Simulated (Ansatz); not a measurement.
The system is Al.

```
CELL_PARAMETERS angstrom
4.49160 0.00000 0.00000
-2.24580 3.88984 0.00000
0.00000 0.00000 2.72260
ATOMIC_POSITIONS crystal
Al 0.33333 0.66667 0.00000
Al 0.66667 0.33333 0.00000
```

The cell was built by a generator and needn't be a form met in nature.

```yaml
Program: Ansatz 0.2.0
Task: relaxation of cell and atoms
Functional: B3LYP
Potentials_or_basis: Ansatz PAW
Cutoff: "420 eV (not typed: the program's choice for these potentials)"
k_mesh: 4 × 4 × 5
Occupations: fermi-dirac, width 0.05 eV
Spin: no spin polarisation
```

At the start: volume 23.78 Å³/atom.

Problem. Where does the relaxation end?

Solution. It ends after 7 steps and the volume is 25.81 Å³/atom (+8.5 %); space group P6/mmm (No. 191, to 0.05 Å).

Step by step:
```csv
step,energy change (eV),largest force (eV/Å),volume (Å³)
1,0.0000,0.0000,47.57
2,-0.0488,0.0000,51.10
3,-0.0494,0.0000,51.50
4,-0.0494,0.0000,51.54
5,-0.0509,0.0000,51.54
6,-0.0509,0.0000,51.61
7,-0.0509,0.0000,51.61
```

Final structure:
```cif
data_structure
_symmetry_space_group_name_H-M 'P 1'
_symmetry_Int_Tables_number 1
_cell_length_a 4.5793
_cell_length_b 4.5793
_cell_length_c 2.8419
_cell_angle_alpha 90.000
_cell_angle_beta 90.000
_cell_angle_gamma 120.000
_cell_volume 51.61
loop_
_atom_site_label
_atom_site_type_symbol
_atom_site_fract_x
_atom_site_fract_y
_atom_site_fract_z
_atom_site_occupancy
Al1 Al 0.33333 0.66667 0.00000 1
Al2 Al 0.66667 0.33333 0.00000 1
```

Caveat: the k mesh is coarse (spacing up to 0.46 Å⁻¹), so the values aren't converged, least of all with exact exchange; the plane-wave basis is chosen anew once the cell has moved, so the energies of steps on either side of that aren't comparable; the PAW data sets come from PBE, with cores solved anew for the run's functional, which leaves a small shift of forces and pressure.
